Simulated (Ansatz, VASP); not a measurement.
GaS5 in VASP and in Ansatz

```
CELL_PARAMETERS angstrom
5.90116 0.00000 0.00000
0.00000 5.90116 0.00000
0.00000 0.00000 6.79768
ATOMIC_POSITIONS crystal
Ga 0.50000 0.50000 0.28784
S 0.16883 0.50000 0.54617
S 0.83117 0.50000 0.54617
S 0.50000 0.16883 0.54617
S 0.50000 0.83117 0.54617
S 0.50000 0.50000 0.97917
```

Alike in both runs: functional PBE; k mesh 4 × 4 × 4; occupations gaussian, width 0.1 eV; no spin polarisation.

Ansatz relaxed the structure, and its values are those at the end. VASP's run is a single point on that final structure, the one shown.

|  | VASP | Ansatz |
| --- | --- | --- |
| version | VASP 6.6.1 | Ansatz 0.2.0 |
| potentials or method | VASP PAW PBE potentials, release 64 (Ga_d, S) | scalar-relativistic, plane waves, PAW |
| plane-wave cutoff (eV) | 520 | 420 |
| valence electrons in the cell | 43 | 43 |

Ansatz gave:

* gap on the k mesh at the Fermi level (eV): none
* pressure (GPa): 0.0
* rms of the force components (eV/Å): 0.013

Problem. Estimate VASP's values.

Solution. gap on the k mesh at the Fermi level (eV): none; pressure (GPa): -0.2; rms of the force components (eV/Å): 0.100.

A gap of «none» marks a metal or a gap that the smearing closes.

Caveats: this functional lacks dispersion, which binds the layers, so the pressure and a relaxed spacing across them are unreliable.
